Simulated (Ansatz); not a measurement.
# HgTe (Coloradoite) (F-43m) in Ansatz: further runs

One crystal, HgTe (Coloradoite), is run at these levels: PBE+D3(BJ)-ATM, PBE+D4; tasks: relaxation of cell and atoms.

Everything below comes from runs of Ansatz 0.2.0. Logs are shortened: lines on timing, memory, paths and dates and some standing lists are left out, and cuts for length are marked.

### Step 1. The crystal as given

Symmetry: F-43m, No. 216, cubic system. The conventional cell has a = 6.429 Å, b = 6.429 Å, c = 6.429 Å, α = 90.00°, β = 90.00°, γ = 90.00°. Hg (site symmetry -43m) is surrounded by 4 Te at 2.78 Å. Te (site symmetry -43m) has 4 Hg at 2.78 Å as nearest neighbours.

### Step 2. Relaxation of cell and atoms, PBE+D3(BJ)-ATM

File input.yaml:

```yaml
crystal:
  lattice:
    - [0.0, 3.2145, 3.2145]
    - [3.2145, 0.0, 3.2145]
    - [3.2145, 3.2145, 0.0]
  atoms:
    - { symbol: Hg, position: [0.0, 0.0, 0.0] }
    - { symbol: Te, position: [0.75, 0.75, 0.75] }
hamiltonian:
  xc: pbe
  pseudopotentials: { kind: paw }
  dispersion: d3bjatm
kpoints:
  mp_grid: { grid: [7, 7, 7] }
scf:
  occupations: { method: fermi_dirac, width: 0.05 }
output:
  forces: true
  stress: true
  eigenvalues: true
  write_density: true
  write_potential: true
  elf: true
  volumetric_format: npy
relax:
  f_tol: 0.01
  max_steps: 40
  cell: { stress_tol: 0.05 }
```

Potentials or basis: Ansatz PAW.

On the command line:

```
ansatz run input.yaml --threads 2 --pin off --max-ram 5632MiB --backend cpu --events-out ev --progress --plain --runs-dir out
```

Standard output:

```text
Warning: RAYON_NUM_THREADS=2 ignored (pool sized by the plan → 2); use --threads N
Engine: ansatz 0.2.0, aarch64-unknown-linux-gnu
Pseudopotentials: kind: paw
Pseudopotential: Hg, paw, valence charge 20, recommended cutoff 420 eV (normal), Hg.paw.azcp
Pseudopotential: Te, paw, valence charge 16, recommended cutoff 420 eV (normal), Te.paw.azcp
Functional definition: PBE
  parameter kappa = 0.804
  parameter beta = 0.06672455060314922
  exchange = pbe_x(kappa = kappa, mu = beta*pi^2/3)
  correlation = pbe_c(beta = beta)
Crystal: 2 atoms, lattice volume = 66.431 Å³
Basis set: ecut = 420 eV, 1291 PW (Γ), exchange–correlation on 64×64×64 points (8 copies of the dense FFT grid, shifted against one another)
Bands: 22, of which v1, the nominal top of the filled ones, is band 18 counted from 1 (17 counted from 0)
Symmetry: 24 space group operations
Space group: F-43m (ITA 216), of the structure as read, at distance tolerance 4.1e-5 Å
k-points: 20 of 343 (time reversal used)
Non-local potential: Hg, projectors of the file, l = 0: 3, l = 1: 2, l = 2: 2, l = 3: 1
Non-local potential: Te, projectors of the file, l = 0: 2, l = 1: 2, l = 2: 2, l = 3: 2
PAW form: soft (Blöchl's): semilocal exchange-correlation on the pseudo side does not see the compensation charge
PAW one-centre angular grid: Hg, 590 points (default); XC on 64 Gauss nodes
PAW one-centre angular grid: Te, 590 points (default); XC on 64 Gauss nodes
Initial density: superposition of atomic densities (neutral atoms: chi_scale 0, normalization atom), corrected by the library's trained network
Initial wavefunctions: pseudopotential atomic-orbital guess
Functional: x = pbe(κ = 0.804, μ = 0.2195149727645171), c = pbe(β = 0.06672455060314922)
SCF iter   1: F=—  HF=-20794.347263 eV  |F-HF|=—  |Δ(HF+E_count)|=         —  Δρ=1.12e-3  dr2=1.74e-3  ethr=1.77e-3  ⟨swp⟩=6.0  Hψ=2088  notcnv=0
preconditioner: auto → none  [insulator: Δε(μ)=0.720 eV  Ē_g=10.695 eV  σ=0.050 eV  W_gap=0.69  n_scr=14 (ndim 8)  ℏωp=19.3 eV  f_vac=0.179  D(μ)=0.08/eV (n_scr^D=0)  ε∞_Penn≈4.3]
SCF iter   2: F=—  HF=-20794.347107 eV  |F-HF|=—  |Δ(HF+E_count)|=   1.56e-4  Δρ=5.20e-4  dr2=2.07e-4  ethr=4.83e-6  ⟨swp⟩=2.9  Hψ=994  notcnv=0
SCF iter   3: F=—  HF=-20794.347187 eV  |F-HF|=—  |Δ(HF+E_count)|=   7.99e-5  Δρ=2.28e-4  dr2=3.29e-5  ethr=5.74e-7  ⟨swp⟩=2.2  Hψ=640  notcnv=0
SCF iter   4: F=—  HF=-20794.347232 eV  |F-HF|=—  |Δ(HF+E_count)|=   4.48e-5  Δρ=7.93e-5  dr2=3.89e-6  ethr=9.15e-8  ⟨swp⟩=2.0  Hψ=611  notcnv=0
SCF iter   5: F=—  HF=-20794.347245 eV  |F-HF|=—  |Δ(HF+E_count)|=   1.35e-5  Δρ=1.58e-5  dr2=1.28e-7  ethr=1.08e-8  ⟨swp⟩=2.0  Hψ=621  notcnv=0
SCF iter   6: F=-20794.347246 eV  HF=-20794.347246 eV  |F-HF|=1.04e-8  |Δ(HF+E_count)|=   7.66e-7  Δρ=2.36e-6  dr2=4.18e-9  ethr=2.78e-10  ⟨swp⟩=11.8  Hψ=3281  notcnv=0
SCF 1 converged in 6 iterations: F = -20794.347246 eV  dr2 = 4.18e-9
relax step   1: F+E_penalty+E_count = -20794.34724593 eV  Δ(F+E_penalty+E_count) = +0.000e0 eV  max|allowed force component| = 8.327e-17 eV/Å  Δτ_max = 0.0000 Å  P = +2.711 GPa  Ω = 66.431 Å³  (6 SCF iters, dr2 threshold 1.00e-7 eV, accepted)
Crystal: 2 atoms, lattice volume = 72.978 Å³
Basis set: ecut = 420 eV, 1411 PW (Γ), exchange–correlation on 64×64×64 points (8 copies of the dense FFT grid, shifted against one another)
Initial density: handed on by an earlier stage of this run
Initial wavefunctions: those handed on with the density
iter 1 solved again at ethr=2.17e-5 eV; its pass at ethr=3.10e-3 eV (dr2=7.83e-3 eV) is discarded
SCF iter   1: F=—  HF=-20794.370288 eV  |F-HF|=—  |Δ(HF+E_count)|=         —  Δρ=2.95e-3  dr2=8.99e-3  ethr=2.17e-5  ⟨swp⟩=2.1  Hψ=2636  notcnv=0
preconditioner: auto → none  [insulator: Δε(μ)=0.640 eV  Ē_g=10.299 eV  σ=0.050 eV  W_gap=0.72  n_scr=14 (ndim 8)  ℏωp=18.4 eV  f_vac=0.208  D(μ)=0.09/eV (n_scr^D=0)  ε∞_Penn≈4.2]
SCF iter   2: F=—  HF=-20794.368396 eV  |F-HF|=—  |Δ(HF+E_count)|=   1.89e-3  Δρ=1.34e-3  dr2=1.45e-3  ethr=2.17e-5  ⟨swp⟩=2.0  Hψ=680  notcnv=0
SCF iter   3: F=—  HF=-20794.368052 eV  |F-HF|=—  |Δ(HF+E_count)|=   3.43e-4  Δρ=5.13e-4  dr2=1.38e-4  ethr=4.04e-6  ⟨swp⟩=2.0  Hψ=601  notcnv=0
SCF iter   4: F=—  HF=-20794.368135 eV  |F-HF|=—  |Δ(HF+E_count)|=   8.32e-5  Δρ=5.11e-5  dr2=1.25e-6  ethr=3.84e-7  ⟨swp⟩=2.0  Hψ=615  notcnv=0
SCF iter   5: F=-20794.368138 eV  HF=-20794.368138 eV  |F-HF|=6.31e-8  |Δ(HF+E_count)|=   2.08e-6  Δρ=1.13e-5  dr2=8.42e-8  ethr=5.56e-10  ⟨swp⟩=12.0  Hψ=3497  notcnv=0
SCF 2 converged in 5 iterations: F = -20794.368138 eV  dr2 = 8.42e-8
relax step   2: F+E_penalty+E_count = -20794.36813760 eV  Δ(F+E_penalty+E_count) = -2.089e-2 eV  max|allowed force component| = 2.631e-17 eV/Å  Δτ_max = 0.0000 Å  P = -1.244 GPa  Ω = 72.978 Å³  energy of the carried Pulay correction = -1.387e-3 eV  (5 SCF iters, dr2 threshold 2.00e-7 eV, accepted)
Crystal: 2 atoms, lattice volume = 70.785 Å³
iter 1 solved again at ethr=1.91e-6 eV; its pass at ethr=3.10e-3 eV (dr2=6.88e-4 eV) is discarded
SCF iter   1: F=—  HF=-20794.378647 eV  |F-HF|=—  |Δ(HF+E_count)|=         —  Δρ=9.04e-4  dr2=7.82e-4  ethr=1.91e-6  ⟨swp⟩=2.0  Hψ=2604  notcnv=0
preconditioner: auto → none  [insulator: Δε(μ)=0.684 eV  Ē_g=10.367 eV  σ=0.050 eV  W_gap=0.71  n_scr=14 (ndim 8)  ℏωp=18.7 eV  f_vac=0.190  D(μ)=0.09/eV (n_scr^D=0)  ε∞_Penn≈4.3]
SCF iter   2: F=—  HF=-20794.378479 eV  |F-HF|=—  |Δ(HF+E_count)|=   1.67e-4  Δρ=3.90e-4  dr2=1.19e-4  ethr=1.91e-6  ⟨swp⟩=2.0  Hψ=601  notcnv=0
SCF iter   3: F=—  HF=-20794.378446 eV  |F-HF|=—  |Δ(HF+E_count)|=   3.32e-5  Δρ=1.55e-4  dr2=1.18e-5  ethr=3.30e-7  ⟨swp⟩=2.0  Hψ=601  notcnv=0
SCF iter   4: F=-20794.378451 eV  HF=-20794.378451 eV  |F-HF|=7.37e-8  |Δ(HF+E_count)|=   4.82e-6  Δρ=1.78e-5  dr2=1.31e-7  ethr=5.56e-10  ⟨swp⟩=9.2  Hψ=3481  notcnv=0
SCF 3 converged in 4 iterations: F = -20794.378451 eV  dr2 = 1.31e-7
relax step   3: F+E_penalty+E_count = -20794.37845086 eV  Δ(F+E_penalty+E_count) = -1.031e-2 eV  max|allowed force component| = 2.168e-17 eV/Å  Δτ_max = 0.0000 Å  P = -0.162 GPa  Ω = 70.785 Å³  energy of the carried Pulay correction = -9.367e-4 eV  (4 SCF iters, dr2 threshold 2.00e-7 eV, accepted)
Crystal: 2 atoms, lattice volume = 70.467 Å³
iter 1 solved again at ethr=3.03e-8 eV; its pass at ethr=3.10e-3 eV (dr2=1.09e-5 eV) is discarded
SCF iter   1: F=—  HF=-20794.378672 eV  |F-HF|=—  |Δ(HF+E_count)|=         —  Δρ=1.50e-4  dr2=2.05e-5  ethr=3.03e-8  ⟨swp⟩=3.0  Hψ=2552  notcnv=0
preconditioner: auto → none  [insulator: Δε(μ)=0.688 eV  Ē_g=10.400 eV  σ=0.050 eV  W_gap=0.71  n_scr=14 (ndim 8)  ℏωp=18.8 eV  f_vac=0.190  D(μ)=0.09/eV (n_scr^D=0)  ε∞_Penn≈4.3]
SCF iter   2: F=—  HF=-20794.378667 eV  |F-HF|=—  |Δ(HF+E_count)|=   4.30e-6  Δρ=6.71e-5  dr2=3.37e-6  ethr=3.03e-8  ⟨swp⟩=2.0  Hψ=781  notcnv=0
SCF iter   3: F=—  HF=-20794.378667 eV  |F-HF|=—  |Δ(HF+E_count)|=   6.30e-7  Δρ=2.81e-5  dr2=3.76e-7  ethr=9.36e-9  ⟨swp⟩=2.0  Hψ=601  notcnv=0
SCF iter   4: F=-20794.378667 eV  HF=-20794.378667 eV  |F-HF|=6.09e-9  |Δ(HF+E_count)|=   2.69e-7  Δρ=3.12e-6  dr2=4.34e-9  ethr=1.83e-10  ⟨swp⟩=10.1  Hψ=3220  notcnv=0
SCF 4 converged in 4 iterations: F = -20794.378667 eV  dr2 = 4.34e-9
relax step   4: F+E_penalty+E_count = -20794.37866690 eV  Δ(F+E_penalty+E_count) = -2.160e-4 eV  max|allowed force component| = 2.660e-17 eV/Å  Δτ_max = 0.0000 Å  P = +0.012 GPa  Ω = 70.467 Å³  energy of the carried Pulay correction = -8.703e-4 eV  (4 SCF iters, dr2 threshold 6.58e-8 eV, accepted)
Initial wavefunctions: pseudopotential atomic-orbital guess (no wavefunctions were taken with the density)
iter 1 solved again at ethr=1.02e-7 eV; its pass at ethr=3.10e-3 eV (dr2=3.66e-5 eV) is discarded
SCF iter   1: F=—  HF=-20794.376566 eV  |F-HF|=—  |Δ(HF+E_count)|=         —  Δρ=3.20e-4  dr2=3.04e-6  ethr=1.02e-7  ⟨swp⟩=4.0  Hψ=3288  notcnv=0
preconditioner: auto → none  [insulator: Δε(μ)=0.688 eV  Ē_g=10.405 eV  σ=0.050 eV  W_gap=0.71  n_scr=14 (ndim 8)  ℏωp=18.8 eV  f_vac=0.190  D(μ)=0.09/eV (n_scr^D=0)  ε∞_Penn≈4.3]
SCF iter   2: F=—  HF=-20794.378732 eV  |F-HF|=—  |Δ(HF+E_count)|=   2.17e-3  Δρ=1.59e-4  dr2=6.11e-7  ethr=8.44e-9  ⟨swp⟩=2.3  Hψ=627  notcnv=0
SCF iter   3: F=—  HF=-20794.379431 eV  |F-HF|=—  |Δ(HF+E_count)|=   6.99e-4  Δρ=3.07e-5  dr2=6.27e-8  ethr=1.70e-9  ⟨swp⟩=2.4  Hψ=722  notcnv=0
SCF iter   4: F=—  HF=-20794.379455 eV  |F-HF|=—  |Δ(HF+E_count)|=   2.42e-5  Δρ=7.70e-6  dr2=1.51e-8  ethr=1.74e-10  ⟨swp⟩=2.0  Hψ=717  notcnv=0
SCF iter   5: F=—  HF=-20794.379457 eV  |F-HF|=—  |Δ(HF+E_count)|=   1.28e-6  Δρ=1.93e-6  dr2=1.03e-9  ethr=4.19e-11  ⟨swp⟩=2.0  Hψ=619  notcnv=0
SCF iter   6: F=—  HF=-20794.379457 eV  |F-HF|=—  |Δ(HF+E_count)|=   7.34e-8  Δρ=2.91e-7  dr2=5.34e-11  ethr=2.86e-12  ⟨swp⟩=2.0  Hψ=677  notcnv=0
SCF iter   7: F=-20794.379457 eV  HF=-20794.379457 eV  |F-HF|=3.64e-12  |Δ(HF+E_count)|=  6.40e-10  Δρ=4.10e-8  dr2=1.49e-12  ethr=1.00e-12  ⟨swp⟩=7.0  Hψ=2028  notcnv=0
SCF 5 converged in 7 iterations: F = -20794.379457 eV  dr2 = 1.49e-12
relax step   5: F+E_penalty+E_count = -20794.37945666 eV  Δ(F+E_penalty+E_count) = -7.898e-4 eV  max|allowed force component| = 2.226e-17 eV/Å  Δτ_max = 0.0000 Å  P = +0.004 GPa  Ω = 70.467 Å³  stress off target by 4.18e-3 GPa  SCF on the basis re-selected at this cell (its energy is not comparable with the rows above)  (7 SCF iters)
basis re-selected at this cell: Δ(F+E_penalty+E_count) = -7.898e-4 eV, ΔP = -0.008 GPa vs the last step (what re-selecting the basis moved, of the pressure what is left beyond the Pulay correction that the steps carried, after the strain that the cell walked since its last selection, with what the two solves' SCF thresholds leave and, on support functions, any second-order correction that the steps lacked; it is no measure of the basis error at this ecutwfc). This SCF's stress stands 4.18e-3 GPa from its target on what of the cell is left free (relax.cell.stress_tol is 5.00e-2 GPa) and its largest allowed force component is 2.23e-17 eV/Å (relax.f_tol is 1.00e-2 eV/Å): within both
SCF converged after 7 iterations
Free energy (F): -20794.379457 eV
Harris-Foulkes:  -20794.379457 eV  (|F-HF|=3.64e-12)
Internal energy: -20794.378700 eV  (E = F + TS)
E sigma→0 (E₀):  -20794.379078 eV
Entropy (-TS):   -0.000757 eV (-0.378 meV/atom)
Fermi energy:    8.106884 eV
--- Per-component energies (eV) ---
  E_band       = -789.401117
  E_kinetic    = 783.665827
  E_local      = -4896.082023  (includes V_loc(G=0)·N_el)
  E_nonlocal   = -237.794283
  E_hartree    = 2373.840829
  E_xc         = -344.364440
  E_vxc        = -365.965156  (∫ρ·V_xc dr)
  E_paw        = -14606.700682  (= ΣΔE_a)
  E_vpaw       = -820.907897  (= ΣTr[D̂ρ^β])
  E_aug_tail   = 0.000716  (compensation charges beyond the density's cutoff)
  E_ewald      = -3866.295408
  E_disp       = -0.649236  (pairwise vdW)
  E_smearing   = -0.000757  (= −TS)
  E_closure    = 0.000000  (closes the sum)
  Σ components = -20794.379457   (vs F -20794.379457, Δ=0.00e0)
--- Forces (eV/Å), atoms counted from 1 ---
  atom   1  Hg    -0.00000000     0.00000000     0.00000000
  atom   2  Te     0.00000000    -0.00000000    -0.00000000
  max |Σ_I F_I| component: 1.16e-17 eV/Å
--- Stress (GPa, compression-positive) ---
        0.004183       0.000000       0.000000
        0.000000       0.004183       0.000000
        0.000000       0.000000       0.004183
  P = ⅓ Tr σ = 0.0042 GPa (0.042 kbar)
--- Band table (eV; the first three rows and the last of 20) ---
  k-point 0: bands = ["-106.6633", "-55.1202", "-55.1202", "-55.1202", "-28.5414", "-28.5414", "-28.5414", "-28.5350", "-28.5350", "-3.6248", "0.9513", "0.9513", "0.9513", "1.4309", "1.4309", "7.2422", "8.0622", "8.0622", "8.0622", "12.3821", "12.3821", "12.3821"]
  k-point 1: bands = ["-106.6633", "-55.1202", "-55.1202", "-55.1202", "-28.5414", "-28.5413", "-28.5413", "-28.5350", "-28.5350", "-3.5338", "0.9762", "0.9762", "0.9917", "1.4288", "1.4288", "6.0199", "7.8610", "7.8610", "8.7497", "12.3101", "12.6551", "12.6551"]
  k-point 2: bands = ["-106.6633", "-55.1202", "-55.1202", "-55.1202", "-28.5415", "-28.5413", "-28.5413", "-28.5349", "-28.5349", "-3.3180", "1.0269", "1.0269", "1.1740", "1.4326", "1.4326", "4.4038", "7.4705", "7.4705", "8.9002", "13.0566", "13.0566", "13.2970"]
  k-point 19: bands = ["-106.6633", "-55.1202", "-55.1202", "-55.1202", "-28.5416", "-28.5413", "-28.5410", "-28.5350", "-28.5347", "-2.9386", "1.1456", "1.1883", "1.3729", "1.4231", "1.9326", "2.8543", "5.4202", "6.0817", "10.8148", "12.5235", "13.7157", "14.6835"]
--- Relaxed structure (4 steps of the walk, 4 accepted, 1 SCFs on fresh bases) ---
  F+E_penalty+E_count = -20794.37945666 eV   max|allowed force component| = 2.226e-17 eV/Å   (the final SCF, on the basis selected at the relaxed cell)
  cell:  # Å, volume = 70.4668 Å³
    - [6.1144464394747095e-34, 3.2783213261444737, 3.2783213261444737]
    - [3.2783213261444737, 1.0853142430067606e-32, 3.2783213261444737]
    - [3.2783213261444737, 3.2783213261444737, 6.522076202106355e-33]
  atoms:
    - { symbol: Hg, position: [3.869434611137314e-34, -3.769578234075706e-34, -7.014910488577969e-34] }
    - { symbol: Te, position: [0.7499999999999999, 0.7499999999999999, 0.7499999999999999] }
```

Wall time 11 s (2 threads of Arm Neoverse V1, shared host); peak memory 0.36 GiB.

Results:

```yaml
Free_energy: -20794.3795 eV
Relaxed_volume: 35.23 Å³/atom
Relaxed_cell: a = 4.636 Å, b = 4.636 Å, c = 4.636 Å, α = 60.00°, β = 60.00°, γ = 60.00°
Space_group_after_relaxing_to_0.05_Å: F-43m (No. 216)
Energy_gained_by_relaxing: 16.1 meV/atom
Ionic_steps: 5
Pressure_after_relaxing: 0.0 GPa
Band_gap_on_the_k_mesh: none (metal or under the smearing width)
```

Step by step:
```csv
step,energy change (eV),largest force (eV/Å),volume (Å³)
1,0.0000,0.0000,66.43
2,-0.0209,0.0000,72.98
3,-0.0312,0.0000,70.78
4,-0.0314,0.0000,70.47
5,-0.0322,0.0000,70.47
```

Final structure:
```cif
data_structure
_symmetry_space_group_name_H-M 'P 1'
_symmetry_Int_Tables_number 1
_cell_length_a 4.6362
_cell_length_b 4.6362
_cell_length_c 4.6362
_cell_angle_alpha 60.000
_cell_angle_beta 60.000
_cell_angle_gamma 60.000
_cell_volume 70.47
loop_
_atom_site_label
_atom_site_type_symbol
_atom_site_fract_x
_atom_site_fract_y
_atom_site_fract_z
_atom_site_occupancy
Hg1 Hg 0.00000 0.00000 0.00000 1
Te1 Te 0.75000 0.75000 0.75000 1
```

Levels at points of the mesh, in eV from the Fermi level:
```
           k point  band 16  band 17  band 18  band 19  band 20  band 21
(0.00, 0.00, 0.00)    -0.86    -0.04    -0.04    -0.04     4.28     4.28
```

Caveat: the plane-wave basis is chosen anew once the cell has moved, so the energies of steps on either side of that aren't comparable; pairwise dispersion overbinds metals, which lowers pressure and volume. Zero-point motion and thermal expansion aren't in these numbers.

### Step 3. Relaxation of cell and atoms, PBE+D4

input.yaml: that of step 2 with these lines changed.

```diff
@@ -11,3 +11,3 @@
   pseudopotentials: { kind: paw }
-  dispersion: d3bjatm
+  dispersion: d4
 kpoints:
@@ -20,6 +20,2 @@
   eigenvalues: true
-  write_density: true
-  write_potential: true
-  elf: true
-  volumetric_format: npy
 relax:
```

Potentials or basis: Ansatz PAW.

On the command line:

```
ansatz run input.yaml --threads 2 --pin off --max-ram 5632MiB --backend cpu --events-out ev --progress --plain --runs-dir out
```

Standard output:

```text
Warning: RAYON_NUM_THREADS=2 ignored (pool sized by the plan → 2); use --threads N
[... 9 set-up lines as earlier in the session ...]
Crystal: 2 atoms, lattice volume = 66.431 Å³
Basis set: ecut = 420 eV, 1291 PW (Γ), exchange–correlation on 64×64×64 points (8 copies of the dense FFT grid, shifted against one another)
Bands: 22, of which v1, the nominal top of the filled ones, is band 18 counted from 1 (17 counted from 0)
[... 2 set-up lines as earlier in the session ...]
k-points: 20 of 343 (time reversal used)
[... 4 set-up lines as earlier in the session ...]
[... 72 lines left out ...]
  E_xc         = -344.431387
  E_vxc        = -366.058341  (∫ρ·V_xc dr)
  E_paw        = -14606.694369  (= ΣΔE_a)
  E_vpaw       = -820.891356  (= ΣTr[D̂ρ^β])
  E_aug_tail   = 0.000738  (compensation charges beyond the density's cutoff)
  E_ewald      = -3873.397076
  E_disp       = -0.734484  (pairwise vdW)
  E_smearing   = -0.000750  (= −TS)
  E_closure    = -0.000000  (closes the sum)
  Σ components = -20794.460405   (vs F -20794.460405, Δ=0.00e0)
--- Forces (eV/Å), atoms counted from 1 ---
  atom   1  Hg    -0.00000000     0.00000000     0.00000000
  atom   2  Te    -0.00000000    -0.00000000    -0.00000000
  max |Σ_I F_I| component: 2.78e-17 eV/Å
--- Stress (GPa, compression-positive) ---
       -0.013485       0.000000      -0.000000
        0.000000      -0.013485       0.000000
       -0.000000       0.000000      -0.013485
  P = ⅓ Tr σ = -0.0135 GPa (-0.135 kbar)
--- Band table (eV; the first three rows and the last of 20) ---
  k-point 0: bands = ["-106.5998", "-55.0567", "-55.0567", "-55.0567", "-28.4718", "-28.4718", "-28.4718", "-28.4652", "-28.4652", "-3.5766", "1.0068", "1.0068", "1.0068", "1.4927", "1.4927", "7.3402", "8.1475", "8.1475", "8.1475", "12.4584", "12.4584", "12.4584"]
  k-point 1: bands = ["-106.5998", "-55.0567", "-55.0567", "-55.0567", "-28.4719", "-28.4718", "-28.4718", "-28.4652", "-28.4652", "-3.4845", "1.0320", "1.0320", "1.0471", "1.4906", "1.4906", "6.1032", "7.9438", "7.9438", "8.8414", "12.3901", "12.7337", "12.7337"]
  k-point 2: bands = ["-106.5998", "-55.0568", "-55.0567", "-55.0567", "-28.4720", "-28.4717", "-28.4717", "-28.4652", "-28.4652", "-3.2661", "1.0833", "1.0833", "1.2303", "1.4944", "1.4944", "4.4730", "7.5488", "7.5488", "8.9879", "13.1376", "13.1376", "13.3892"]
  k-point 19: bands = ["-106.5998", "-55.0568", "-55.0568", "-55.0568", "-28.4721", "-28.4718", "-28.4714", "-28.4652", "-28.4650", "-2.8817", "1.2029", "1.2470", "1.4337", "1.4845", "2.0015", "2.9089", "5.4782", "6.1459", "10.9101", "12.6063", "13.8039", "14.7663"]
--- Relaxed structure (4 steps of the walk, 4 accepted, 1 SCFs on fresh bases) ---
  F+E_penalty+E_count = -20794.46040501 eV   max|allowed force component| = 2.284e-17 eV/Å   (the final SCF, on the basis selected at the relaxed cell)
  cell:  # Å, volume = 70.0799 Å³
    - [-2.8788945128068908e-33, 3.272310697924946, 3.272310697924946]
    - [3.272310697924946, 5.52847372375375e-33, 3.272310697924946]
    - [3.272310697924946, 3.272310697924946, 4.305584486957756e-33]
  atoms:
    - { symbol: Hg, position: [-6.241023566350506e-35, -2.4215171437439966e-34, -3.3701527258292726e-34] }
    - { symbol: Te, position: [0.7499999999999999, 0.7499999999999999, 0.7499999999999999] }
```

Wall time 9.9 s (2 threads of Arm Neoverse V1, shared host); peak memory 0.36 GiB.

Results:

* Free energy: -20794.4604 eV
* Relaxed volume: 35.04 Å³/atom
* Relaxed cell: a = 4.628 Å, b = 4.628 Å, c = 4.628 Å, α = 60.00°, β = 60.00°, γ = 60.00°
* Space group after relaxing (to 0.05 Å): F-43m (No. 216)
* Energy gained by relaxing: 13.1 meV/atom
* Ionic steps: 5
* Pressure after relaxing: 0.0 GPa
* Band gap on the k mesh: none (metal or under the smearing width)

The path:
| step | energy change (eV) | largest force (eV/Å) | volume (Å³) |
| --- | --- | --- | --- |
| 1 | 0.0000 | 0.0000 | 66.43 |
| 2 | -0.0166 | 0.0000 | 72.33 |
| 3 | -0.0254 | 0.0000 | 70.31 |
| 4 | -0.0255 | 0.0000 | 70.08 |
| 5 | -0.0262 | 0.0000 | 70.08 |

Final structure:
```
CELL_PARAMETERS angstrom
0.00000 3.27231 3.27231
3.27231 0.00000 3.27231
3.27231 3.27231 0.00000
ATOMIC_POSITIONS crystal
Hg 0.00000 0.00000 0.00000
Te 0.75000 0.75000 0.75000
```

Levels at points of the mesh, in eV from the Fermi level:
| k point | band 16 | band 17 | band 18 | band 19 | band 20 | band 21 |
| --- | --- | --- | --- | --- | --- | --- |
| (0.00, 0.00, 0.00) | -0.85 | -0.04 | -0.04 | -0.04 | 4.27 | 4.27 |

Caveat: the plane-wave basis is chosen anew once the cell has moved, so the energies of steps on either side of that aren't comparable; pairwise dispersion overbinds metals, which lowers pressure and volume. Zero-point motion and thermal expansion aren't in these numbers.
